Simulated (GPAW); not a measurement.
# V (Im-3m) in GPAW: a series of runs

The runs below take V through single point, electron localisation function, with C09-vdW, PBEsol.

All numbers are computed with GPAW 26.7.0; they aren't measurements. Logs are shortened: lines on timing, memory, paths and dates and some standing lists are left out, and cuts for length are marked. The log counts tension as positive stress, the text compression.

### Step 1. Starting point

Symmetry: Im-3m, No. 229, cubic system. The conventional cell has a = 3.029 Å, b = 3.029 Å, c = 3.029 Å, α = 90.00°, β = 90.00°, γ = 90.00°. V (site symmetry m-3m) has 8 V at 2.62 Å as nearest neighbours.

### Step 2. Single point, C09-vdW, collinear spin, random start (cell strained at random at fixed volume)

run.py reads:

```python
from ase.dft.bandgap import bandgap
from ase.io import read, write
from ase.units import Bohr
from gpaw import GPAW, PW
from gpaw.elf import elf_from_dft_calculation

atoms = read('V.cif')
atoms.set_initial_magnetic_moments([0.61])

calc = GPAW(mode=PW(600),
            xc={'name': 'C09-vdW', 'backend': 'libvdwxc'},
            kpts={'size': (9, 9, 9), 'gamma': True},
            occupations={'name': 'fermi-dirac', 'width': 0.05},
            nbands=15,
            convergence={'density': 1e-05, 'energy': 1e-05},
            maxiter=150,
            txt='gpaw.txt')
atoms.calc = calc
energy = atoms.get_potential_energy()
forces = atoms.get_forces()
calc.write('gs.gpw')
write('result.traj', atoms)
print(f'Energy: {energy:.6f} eV')
print('Forces (eV/A):')
print(forces.round(4))
print('Moments:', calc.get_magnetic_moments().round(3))
print('Fermi level:', round(calc.get_fermi_level(), 4), 'eV')
print(f'Gap: {bandgap(calc)[0]:.4f} eV, direct: {bandgap(calc, direct=True)[0]:.4f} eV')

# fields on the real-space grid
write('density.cube', atoms, data=calc.get_pseudo_density() * Bohr**3)
write('potential.cube', atoms, data=calc.get_electrostatic_potential())
write('spin.cube', atoms, data=(calc.get_pseudo_density(spin=0) - calc.get_pseudo_density(spin=1)) * Bohr**3)
write('elf.cube', atoms, data=elf_from_dft_calculation(calc).data)
```

V.cif reads:

```cif
data_V
_cell_length_a 2.56685991
_cell_length_b 2.67842725
_cell_length_c 2.62060777
_cell_angle_alpha 110.06845586
_cell_angle_beta 109.71613578
_cell_angle_gamma 108.48973851
_space_group_name_H-M_alt 'P1'
_space_group_name_Hall 'P 1'
_space_group_IT_number 1
loop_
_space_group_symop_operation_xyz
'x,y,z'
loop_
_atom_site_label
_atom_site_type_symbol
_atom_site_symmetry_multiplicity
_atom_site_Wyckoff_symbol
_atom_site_fract_x
_atom_site_fract_y
_atom_site_fract_z
_atom_site_occupancy
V1 V 1 a 0.0000000000 0.0000000000 0.0000000000 1
```

Potentials or basis: GPAW PAW data sets (gpaw-data 1.2.1), pw.

Started as:

```console
$ OMP_NUM_THREADS=1 python run.py
```

gpaw.txt:

```text
__  _  _
 | _ |_)|_||  |
 |__||  | ||/\| - 26.7.0

Input parameters:
  mode=PW(ecut=600.0),
  convergence={'density': 1e-05, 'energy': 1e-05},
  kpts=MonkhorstPack(size=(9, 9, 9), gamma=True),
  maxiter=150,
  nbands=15,
  occupations=Occupations(name='fermi-dirac', width=0.05),
  xc=XC(name='C09-vdW', backend='libvdwxc')

Diagonalizing LCAO Hamiltonian
Converting LCAO to pw mode

       V

Atoms  # Å, Bohr magnetons
|   | symbol |        x |        y |        z |    initial magnetic moments |
|---|--------|----------|----------|----------|-----------------------------|
| 0 |      V | 0.000000 | 0.000000 | 0.000000 | ( 0.0000,  0.0000,  0.6100) |

Unit cell  # Å
| periodic |         x |         y |        z |  lengths |     angles |
|----------|-----------|-----------|----------|----------|------------|
|      yes |  2.566860 |  0.000000 | 0.000000 | 2.566860 | 110.068456 |
|      yes | -0.849423 |  2.540168 | 0.000000 | 2.678427 | 109.716136 |
|      yes | -0.884089 | -1.243823 | 2.130464 | 2.620608 | 108.489739 |

Number of symmetries: 2
Symmetry operations  # r_c * U_cc + t_c -> r_c
|   | kind |            matrix            |
|---|------|------------------------------|
| 0 |  E   |  1, 0, 0,  0, 1, 0,  0, 0, 1 |
| 1 |  i   | -1, 0, 0,  0,-1, 0,  0, 0,-1 |

BZ-sampling:
  Number of BZ points: 729
  Number of IBZ points: 365

  Monkhorst-Pack size: [9, 9, 9]
  Monkhorst-Pack shift: [0, 0, 0]

K-points  # in reciprocal-cell coordinates
|     |                                coordinates |     weight |
|-----|--------------------------------------------|------------|
|   0 | (  0.00000000,   0.00000000,   0.00000000) | 0.00137174 |
|   1 | (  0.00000000,   0.00000000,   0.11111111) | 0.00274348 |
|   2 | (  0.00000000,   0.00000000,   0.22222222) | 0.00274348 |
|   3 | (  0.00000000,   0.00000000,   0.33333333) | 0.00274348 |
|   4 | (  0.00000000,   0.00000000,   0.44444444) | 0.00274348 |
|   5 | (  0.00000000,   0.11111111,  -0.44444444) | 0.00274348 |
|   6 | (  0.00000000,   0.11111111,  -0.33333333) | 0.00274348 |
|   7 | (  0.00000000,   0.11111111,  -0.22222222) | 0.00274348 |
|   8 | (  0.00000000,   0.11111111,  -0.11111111) | 0.00274348 |
|   9 | (  0.00000000,   0.11111111,   0.00000000) | 0.00274348 |
| ... |                                            |            |
| 364 | (  0.44444444,   0.44444444,   0.44444444) | 0.00274348 |

Plane wave coefficients: 474
Cutoff: 600.0 eV

Spin-components: 2 (collinear spins)
Bands:           15
Projectors:      6
Spin-degeneracy: 1
Datatype:        complex128

Density:
  Valence electrons: 13.0
  Components: 2
  Grid points: [15 16 15]
  Charge: 0.0  # |e|

Potential:
  Grid points: [15 16 15]

species:
  V:
    name:    Vanadium
    Z:       23.0
    valence: 13
    core:    10
    charge:  0.0  # [|e|]
    compensation charges:
      type: gauss
      rc: 0.37  # [Å]
      lmax: 2
    cutoffs:
      filter: 2.14  # [Å]
      core: 0.96  # [Å]
    projectors
    | kind |    occ | energy [eV] | rcut [Å] |
    |------|--------|-------------|----------|
    |   3s |  2.000 |     -70.222 |    1.254 |
    |   4s |  2.000 |      -4.702 |    1.254 |
    |   3p |  6.000 |     -44.043 |    1.281 |
    |   4p |  0.000 |      -1.444 |    1.281 |
    |   3d |  3.000 |      -5.164 |    1.169 |
    |    d |        |      22.047 |    1.169 |

    Using partial waves for V as LCAO basis

Reference energy: -25820.495562  # eV

eigensolver:
  PPCG
  Converge bands: occupied
  niter=2

density mixing:
  MSR1-Mixer
  Pratt-step length: 0.05
  Maximum mixing coefficient: 0.75
  Old densities: 10
  SVD Regularization: 0.005
  Good broyden scale: 1.0
  Trust region scale: 1.0
  Backstep threshold: 4.0
  History deletion threshold: 6.0
  Fourier metric: weight=20.0, sigma=0.015

occupation numbers:
  Fermi-Dirac:
    width: 0.0500  # eV

poisson solver:
  ecut: 4800.0  # eV

xc functional:
  name: vdW-C09 with libvdwxc
  Mode: serial
  Semilocal: GGA_X_C09X+LDA_C_PW with 2 nearest neighbor stencil
  Corresponding non-local functional: vdW-DF
  Local blocksize: 30 x 32 x 30
  PAW datasets: PBE

convergence criteria:
- Maximum integral of absolute [dens]ity change: 1e-05 electrons / valence electron
- Maximum [total energy] change in last 3 cyles: 1e-05 eV / valence electron
- Maximum integral of absolute [eigenst]ate change: 4e-08 eV^2 / valence electron
maximum number of iterations: 150

SCF iterations
|iter     | |      energy | eigst |  dens |  magmom |
|---------|-|-------------|-------|-------|---------|
|iter:   1| |    8.121767 | +0.27 |       |  +0.6122|
|iter:   2| |    8.203890 | -2.55 | -1.09 |  +0.5972|
|iter:   3| |    8.407722 | -2.00 | -1.15 |  +0.4673|
|iter:   4| |    8.394459 | -3.88 | -1.69 |  +0.3879|
|iter:   5| |    8.383119 | -3.84 | -1.83 |  +0.2090|
|iter:   6| |    8.380945 | -4.99 | -2.17 |  +0.1064|
|iter:   7| |    8.379792 | -4.77 | -2.40 |  +0.0322|
|iter:   8| |    8.379683 | -5.54 | -2.94 |  +0.0103|
|iter:   9| |    8.379667c| -5.90 | -3.45 |  +0.0009|
|iter:  10| |    8.379666c| -7.20 | -4.13 |  -0.0002|
|iter:  11| |    8.379666c| -8.10c| -4.48 |  -0.0001|
|iter:  12| |    8.379666c| -8.98c| -5.23c|  -0.0000|

Converged in 12 steps
Energy contributions relative to reference atoms: (reference = -25820.495562)

Energy contributions:
  Kinetic:          -3.820001
  Coulomb:           2.910980
  Zero:              0.133966
  External:          0.000000
  Xc:                9.161691
  Entropy:          -0.013937
  Spinorbit:         0.000000
  ----------------------------
  Free energy:       8.372698
  Extrapolated:      8.379666

dipole moment: (-2.013039, -3.131456, -5.146357)  # |e|*Ang

Total magnetic moment: (0.000000, 0.000000, -0.000031)

Local magnetic moments
|        x |        y |         z |
|----------|----------|-----------|
| 0.000000 | 0.000000 | -0.000022 |  # V    0

Fermi level: 9.047
Eigenvalues  # (at kpt = [0.000, 0.000, 0.000])
| band index |      eig [eV] | occ [0-1] |      eig [eV] | occ [0-1] |
|------------|---------------|-----------|---------------|-----------|
|          0 |       -54.500 |     1.000 |       -54.500 |     1.000 |
|          1 |       -28.073 |     1.000 |       -28.073 |     1.000 |
|          2 |       -28.033 |     1.000 |       -28.033 |     1.000 |
|          3 |       -27.964 |     1.000 |       -27.964 |     1.000 |
|          4 |         2.588 |     1.000 |         2.588 |     1.000 |
|          5 |         9.169 |     0.081 |         9.169 |     0.081 |
|          6 |         9.342 |     0.003 |         9.342 |     0.003 |
|          7 |         9.669 |     0.000 |         9.669 |     0.000 |
|          8 |        11.235 |     0.000 |        11.235 |     0.000 |
|          9 |        11.424 |     0.000 |        11.424 |     0.000 |
|         10 |        28.931 |     0.000 |        28.931 |     0.000 |
|         11 |        29.731 |     0.000 |        29.731 |     0.000 |
|         12 |        30.162 |     0.000 |        30.162 |     0.000 |
|        ... |               |           |               |           |
|         14 |        35.897 |     0.000 |        35.897 |     0.000 |

No gap
No difference between direct/indirect transitions

Forces  # eV/Ang
|       x |       y |       z |
|---------|---------|---------|
| 0.00000 | 0.00000 | 0.00000 |  # V    0

# Writing to gs.gpw (mode='')
```

Run time: 2 min. Hardware: 1 thread of Arm Neoverse V1, shared host; peak memory 0.26 GiB.

What came out:

```yaml
Free_energy: 8.3727 eV
Band_gap_on_the_k_mesh: none (metal or under the smearing width)
Net_moment: 0.00 μB per cell
```

Levels at points of the mesh, in eV from the Fermi level:
Spin up:
| k point | band 5 | band 6 | band 7 | band 8 | band 9 | band 10 |
| --- | --- | --- | --- | --- | --- | --- |
| (0.00, 0.00, 0.00) | -6.46 | 0.12 | 0.29 | 0.62 | 2.19 | 2.38 |
Spin down:
```csv
k point,band 5,band 6,band 7,band 8,band 9,band 10
"(0.00, 0.00, 0.00)",-6.46,0.12,0.29,0.62,2.19,2.38
```

Caveat: the PAW data sets were made with another functional, which shifts forces and pressure a little.

### Step 3. Electron localisation function, PBEsol, collinear spin, ferromagnetic start

run.py reads:

```python
from ase import Atoms
from ase.dft.bandgap import bandgap
from ase.io import write
from ase.units import Bohr, GPa
from gpaw import GPAW, PW, setup_paths
from gpaw.elf import elf_from_dft_calculation

setup_paths.insert(0, '.')

atoms = Atoms(['V'],
              cell=[[-1.51435, 1.51435, 1.51435],
                    [1.51435, -1.51435, 1.51435],
                    [1.51435, 1.51435, -1.51435]],
              scaled_positions=[[0.0, 0.0, 0.0]],
              pbc=True)
atoms.set_initial_magnetic_moments([2.0])

calc = GPAW(mode=PW(600),
            xc='PBEsol',
            kpts={'size': (12, 12, 12), 'gamma': True},
            occupations={'name': 'fermi-dirac', 'width': 0.001},
            nbands=15,
            convergence={'density': 1e-05, 'energy': 1e-05},
            random=True,
            maxiter=60,
            txt='gpaw.txt')
atoms.calc = calc
energy = atoms.get_potential_energy()
forces = atoms.get_forces()
stress = atoms.get_stress()
calc.write('gs.gpw')
write('result.traj', atoms)
print(f'Energy: {energy:.6f} eV')
print('Forces (eV/A):')
print(forces.round(4))
print('Stress (GPa):', (stress / GPa).round(3))
print('Moments:', calc.get_magnetic_moments().round(3))
print('Fermi level:', round(calc.get_fermi_level(), 4), 'eV')
print(f'Gap: {bandgap(calc)[0]:.4f} eV, direct: {bandgap(calc, direct=True)[0]:.4f} eV')

# fields on the real-space grid
write('density.cube', atoms, data=calc.get_pseudo_density() * Bohr**3)
write('potential.cube', atoms, data=calc.get_electrostatic_potential())
write('spin.cube', atoms, data=(calc.get_pseudo_density(spin=0) - calc.get_pseudo_density(spin=1)) * Bohr**3)
write('elf.cube', atoms, data=elf_from_dft_calculation(calc).data)
```

Potentials or basis: PAW data sets generated in the run's folder for this functional, pw.

Started as:

```console
$ gpaw-setup -f PBEsol V
$ OMP_NUM_THREADS=1 python run.py
```

Wall time 38 s (1 thread of Arm Neoverse V1, shared host); peak memory 0.14 GiB.

It converged, with:

```
Free energy            : -9.1046 eV
Pressure               : -10.6 GPa
Band gap on the k mesh : none (metal or under the smearing width)
Net moment             : 0.10 μB per cell
Site moments           : V +0.08 μB
```

Levels at points of the mesh, in eV from the Fermi level:
Spin up:
```csv
k point,band 4,band 5,band 6,band 7,band 8,band 9
"(0.00, 0.00, 0.00)",-37.00,-6.48,0.40,0.40,0.40,2.33
"(0.50, 0.50, 0.00)",-37.00,-3.03,-1.06,1.55,2.32,2.67
"(0.50, 0.50, 0.50)",-37.56,-2.82,-2.82,3.60,3.60,3.60
```
Spin down:
```
           k point  band 4  band 5  band 6  band 7  band 8  band 9
(0.00, 0.00, 0.00)  -36.92   -6.43    0.49    0.49    0.49    2.38
(0.50, 0.50, 0.00)  -36.93   -2.97   -0.97    1.60    2.39    2.72
(0.50, 0.50, 0.50)  -37.48   -2.77   -2.77    3.69    3.69    3.69
```
